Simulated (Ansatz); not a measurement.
# Sb: equation of state with PBEsol

Sb:

```xyz
1
Lattice="-1.5765 1.5765 2.7119 1.5765 -1.5765 2.7119 1.5765 1.5765 -2.7119" Properties=species:S:1:pos:R:3 pbc="T T T"
Sb    0.0000    0.0000    0.0000
```

This isn't the form of Sb at room conditions, which is rhombohedral.

```yaml
Program: Ansatz 0.2.0
Task: equation of state
Functional: PBEsol
Potentials_or_basis: JTH PAW
Cutoff: 1950 eV
Density_cutoff: 7800 eV
k_mesh: 12 × 12 × 12
Occupations: fermi-dirac, width 0.05 eV
Spin: no spin polarisation
```

```yaml
Equilibrium_volume: 26.44 Å³/atom
Bulk_modulus_at_fixed_shape_and_positions: 68 GPa
Pressure_derivative_of_the_bulk_modulus: 4.6
```

Energy against volume, from the lowest point:
```csv
volume (Å³/atom),energy (meV/atom)
25.344,10.43
25.883,2.59
26.423,0.00
26.962,2.09
27.501,8.36
28.040,18.35
28.580,31.66
```

All runs of the series together: 73 s on 2 threads of Arm Neoverse V1 (shared host).

Caveat: the cell was scaled at fixed shape and fractional positions, which overstates the stiffness of a crystal with free parameters, most of all of layers and chains. Spin-orbit coupling is left out, which matters for the levels of Sb.
